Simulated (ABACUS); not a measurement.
# Ti (Im-3m) in ABACUS: settings compared

Aim: see how the results for Ti move with the level of theory and the settings. Levels: PW91, BP86, PBE. Tasks: single point, relaxation of cell and atoms.

Program: ABACUS 3.10.1. These are calculated values, not measurements. Logs are shortened: lines on timing, memory, paths and dates and some standing lists are left out, and cuts for length are marked.

### 1 The crystal as given

Symmetry: Im-3m, No. 229, cubic system. Conventional cell: a = 3.282 Å, b = 3.282 Å, c = 3.282 Å, α = 90.00°, β = 90.00°, γ = 90.00°. Around Ti (site symmetry m-3m) lie 8 Ti at 2.84 Å.

This isn't the form of Ti at room conditions, which is hcp.

### 2 Single point, PW91

Input file INPUT:

```
INPUT_PARAMETERS
suffix              Ti
calculation         scf
basis_type          pw
pseudo_dir          ./
latname             bcc
symmetry            1
dft_functional      GGA_X_PW91+GGA_C_PW91
ecutwfc             40
pseudo_rcut         10
nspin               1
nbands              16
ks_solver           dav
smearing_method     fd
smearing_sigma      0.00367493
scf_thr             1e-08
scf_nmax            100
mixing_type         broyden
mixing_beta         0.7
cal_force           1
cal_stress          1
ecutrho             320
out_chg             1
kpar                4
```

Input file STRU:

```
ATOMIC_SPECIES
Ti 47.8670 ti_pbe_v1.4.uspp.F.UPF

LATTICE_CONSTANT
6.2020811410

ATOMIC_POSITIONS
Direct

Ti
0.0
1
0.0000000000 0.0000000000 0.0000000000 1 1 1
```

Input file KPT:

```
K_POINTS
0
Gamma
9 9 9 0 0 0
```

Potentials or basis: GBRV ultrasoft 1.5 PBE, plane waves.

Command:

```console
$ OMP_NUM_THREADS=1 mpirun -np 4 abacus > log
```

running log:

```text
ABACUS v3.10.1

               Atomic-orbital Based Ab-initio Computation at UStc

 ------------------------------------------------------------------------------------

 READING GENERAL INFORMATION
                           global_out_dir = OUT.Ti/
                           global_in_card = INPUT
                               pseudo_dir = ./
                              orbital_dir =
                                    DSIZE = 4
                                    GSIZE = 1

 READING UNITCELL INFORMATION
                                    ntype = 1
                  lattice constant (Bohr) = 6.20208
              lattice constant (Angstrom) = 3.282

 READING ATOM TYPE 1
                               atom label = Ti
                      L=0, number of zeta = 1
                      L=1, number of zeta = 1
                      L=2, number of zeta = 1
             number of atom for this type = 1

                        TOTAL ATOM NUMBER = 1
DIRECT COORDINATES
    atom                   x                   y                   z     mag                  vx                  vy                  vz
taud_Ti1            0.0000000000        0.0000000000        0.0000000000  0.0000        0.0000000000        0.0000000000        0.0000000000

                          Volume (Bohr^3) = 119.284
                             Volume (A^3) = 17.676

 Lattice vectors: (Cartesian coordinate: in unit of a_0)
                 +0.5                +0.5                +0.5
                 -0.5                +0.5                +0.5
                 -0.5                -0.5                +0.5
 Reciprocal vectors: (Cartesian coordinate: in unit of 2 pi/a_0)
                   +1                  -0                  +1
                   -1                  +1                  -0
                   +0                  -1                  +1
 The esolver type has been set to : ksdft_pw

                PAO radial cut off (Bohr) = 10

 Read in pseudopotential file is ti_pbe_v1.4.uspp.F.UPF
                     pseudopotential type = US
          exchange-correlation functional = PBE
                 nonlocal core correction = 1
                        valence electrons = 12
                                     lmax = 2
                           number of zeta = 4
                     number of projectors = 6
                           L of projector = 0
                           L of projector = 0
                           L of projector = 1
                           L of projector = 1
                           L of projector = 2
                           L of projector = 2
 XC functional updated to : GGA_X_PW91+GGA_C_PW91
          exchange-correlation functional = GGA_X_PW91+GGA_C_PW91
     initial pseudo atomic orbital number = 10

 SETUP THE ELECTRONS NUMBER
            electron number of element Ti = 12
      total electron number of element Ti = 12
            AUTOSET number of electrons:  = 12
                           occupied bands = 6
                                   NBANDS = 16
                                   NLOCAL = 9

%%%%%%%%%%%%%%%%%%%%%%%%%%%%%%%%%%%%%%%%%%%%%%%%%%%%%%%%%%%%%%%%%%%%%%%%%%%%%%%%%%%%%%%%%%%%%%%%%%%%%%%%%%
 Warning: the number of valence electrons in pseudopotential > 4 for Ti: [Ar] 3d2 4s2
 Pseudopotentials with additional electrons can yield (more) accurate outcomes, but may be less efficient.
 If you're confident that your chosen pseudopotential is appropriate, you can safely ignore this warning.
%%%%%%%%%%%%%%%%%%%%%%%%%%%%%%%%%%%%%%%%%%%%%%%%%%%%%%%%%%%%%%%%%%%%%%%%%%%%%%%%%%%%%%%%%%%%%%%%%%%%%%%%%%

 SETUP THE PLANE WAVE BASIS
 energy cutoff for charge/potential (unit:Ry) = 160
            fft grid for charge/potential = [ 24, 24, 24 ]
                        fft grid division = [ 1, 1, 1 ]
        big fft grid for charge/potential = [ 32, 32, 32 ]
                                     nbxx = 32768
                                     nrxx = 13824

 SETUP PLANE WAVES FOR CHARGE/POTENTIAL
                    number of plane waves = 4093
                         number of sticks = 345

 PARALLEL PW FOR CHARGE/POTENTIAL
     PROC   COLUMNS(POT)             PW
        1            345           4093
 --------------- sum -------------------
        1            345           4093
                            number of |g| = 73
                                  max |g| = 154
                                  min |g| = 0

 energy cutoff for dense charge/potential (unit:Ry) = 320
      fft grid for dense charge/potential = [ 32, 32, 32 ]
                                     nrxx = 32768

 SETUP PLANE WAVES FOR dense CHARGE/POTENTIAL
                    number of plane waves = 11489
                         number of sticks = 693

 PARALLEL PW FOR dense CHARGE/POTENTIAL
     PROC   COLUMNS(POT)             PW
[... 32 lines left out ...]
                                    ibrav = 2
                                    IBRAV = 2
                                  BRAVAIS = BODY CENTERED CUBIC
                       LATTICE CONSTANT A = 1
Original cell was already a primitive cell.
                        ROTATION MATRICES = 48
              PURE POINT GROUP OPERATIONS = 48
                   SPACE GROUP OPERATIONS = 48
                              POINT GROUP = O_h
               POINT GROUP IN SPACE GROUP = O_h

 SETUP K-POINTS
                                    nspin = 1
                   Input type of k points = Monkhorst-Pack(Gamma)
                                   nkstot = 729
                       right hand lattice = 1
(for reciprocal lattice: )
                             BRAVAIS TYPE = 3
                     BRAVAIS LATTICE NAME = 03. Cubic F (face-centered)
                                    ibrav = 3
                       right hand lattice = 1
(for k-lattice: )
                             BRAVAIS TYPE = 3
                     BRAVAIS LATTICE NAME = 03. Cubic F (face-centered)
                                    ibrav = 3
                       right hand lattice = 1
                        ROTATION MATRICES = 48
                               nkstot_ibz = 35
K-POINTS REDUCTION ACCORDING TO SYMMETRY
     IBZ    DIRECT_X    DIRECT_Y    DIRECT_Z  WEIGHT  ibz2bz
       1  0.00000000  0.00000000  0.00000000  0.0014       0
       2  0.11111111  0.11111111  0.00000000  0.0165       1
       3  0.22222222  0.22222222  0.00000000  0.0165       2
       4  0.33333333  0.33333333  0.00000000  0.0165       3
       5  0.44444444  0.44444444  0.00000000  0.0165       4
       6  0.11111111  0.22222222  0.11111111  0.0329      11
[... 22 lines left out ...]
      29  0.33333333  0.44444444  0.33333333  0.0329     193
      30  0.44444444 -0.33333333  0.44444444  0.0329     194
[... 5 further k points ...]

                               nkstot now = 35
[... K-POINTS DIRECT COORDINATES: 35 rows ...]

           k-point number in this process = 9
       minimum distributed K point number = 8
[... stars of the k points ...]

[... K-POINTS CARTESIAN COORDINATES: 9 rows ...]

[... K-POINTS DIRECT COORDINATES: 9 rows ...]

 SETUP PLANE WAVES FOR WAVE FUNCTIONS
     energy cutoff for wavefunc (unit:Ry) = 40
              fft grid for wave functions = [ 24, 24, 24 ]
                    number of plane waves = 887
                         number of sticks = 129

 PARALLEL PW FOR WAVE FUNCTIONS
     PROC   COLUMNS(POT)             PW
        1            129            887
 --------------- sum -------------------
        1            129            887

 SETUP NONLOCAL PSEUDOPOTENTIALS IN PLANE WAVE BASIS
 Ti non-local projectors:
 projector 1 L=0
 projector 2 L=0
 projector 3 L=1
 projector 4 L=1
 projector 5 L=2
 projector 6 L=2
      TOTAL NUMBER OF NONLOCAL PROJECTORS = 18

 Init Non-Local PseudoPotential table :
 Init Non-Local-Pseudopotential done.

                                     npwx = 531

 Make real space PAO into reciprocal space.
       max mesh points in Pseudopotential = 673
     dq(describe PAO in reciprocal space) = 0.01
                                    max q = 763

 number of pseudo atomic orbitals for Ti is 4
WARNING: norm of atomic wavefunction # 3 of atomic type Ti is 0.999989, renormalized

 -------------------------------------------
 SELF-CONSISTENT
 -------------------------------------------
                                 init_chg = atomic

 PW ALGORITHM --------------- ION=   1  ELEC=   1--------------------------------

 Density error is 0.698818917669
                          Error Threshold = 0.01
----------------------------------------------------------
     Energy           Rydberg                 eV
----------------------------------------------------------
 E_KohnSham     -119.0618032656      -1619.9189385678
 E_Harris       -126.1970571329      -1716.9990478385
 E_Fermi        1.0737636579         14.6093040523
----------------------------------------------------------
[... 63 lines left out ...]
 Density error is 1.43916798656e-10
                          Error Threshold = 1.67641123276e-10
----------------------------------------------------------
     Energy           Rydberg                 eV
----------------------------------------------------------
 E_KohnSham     -119.3211204876      -1623.4471303758
 E_KS(sigma->0) -119.3202599604      -1623.4354223024
 E_Harris       -119.3210293593      -1623.4458905113
 E_band         -11.7738625390       -160.1916179998
 E_one_elec     -41.2520353569       -561.2627349515
 E_Hartree      24.5451756087        333.9542466885
 E_xc           -18.1167704721       -246.4913077781
 E_Ewald        -84.4957692129       -1149.6239181877
 E_entropy(-TS) -0.0017210544        -0.0234161469
 E_descf        0.0000000000         0.0000000000
 E_exx          0.0000000000         0.0000000000
 E_Fermi        0.9453494491         12.8621391095
----------------------------------------------------------

 charge density convergence is achieved
 final etot is -1623.4471304 eV
 EFERMI = 12.862139109 eV

 STATE ENERGY(eV) AND OCCUPATIONS    NSPIN == 1
 1/9 kpoint (Cartesian) = 0.0000 0.0000 0.0000 (531 pws)
       1       -43.6575     0.00274348
       2       -19.5552     0.00274348
       3       -19.5552     0.00274348
       4       -19.5552     0.00274348
       5        6.97134     0.00274348
       6        13.8054    1.75800e-11
[... 8 lines left out ...]
      15        35.9542        0.00000
      16        39.2945        0.00000
[... 76 lines left out ...]
       3       -19.6069      0.0658436
       4       -19.5739      0.0658436
       5        8.14605      0.0658436
       6        13.3855    1.87383e-06
[... 8 lines left out ...]
      15        34.6581        0.00000
      16        36.9258        0.00000

[... levels at 3 further k points ...]

------------------------------------------------------------------------------------------
 TOTAL-FORCE (eV/Angstrom)
------------------------------------------------------------------------------------------
                       Ti1         0.0000000000         0.0000000000         0.0000000000
------------------------------------------------------------------------------------------

----------------------------------------------------------------
 TOTAL-STRESS (KBAR)
----------------------------------------------------------------
       -30.1426807397         0.0000000000         0.0000000000
         0.0000000000       -30.1426807397        -0.0000000000
         0.0000000000        -0.0000000000       -30.1426807397
----------------------------------------------------------------
 TOTAL-PRESSURE: -30.142681 KBAR

 --------------------------------------------
 !FINAL_ETOT_IS -1623.4471303758368776 eV
 --------------------------------------------
```

Run time: 2.9 s. Hardware: 4 MPI ranks of Intel Xeon 6975P-C (Granite Rapids), shared host; peak memory 0.36 GiB.

Results:

| Property | Result |
| --- | --- |
| Free energy | -1623.4471 eV |
| Pressure | -3.0 GPa |
| Band gap on the k mesh | none (metal or under the smearing width) |

Caveat: the potentials were made for another functional, which shifts forces and pressure.

[end of part 1 of 2]
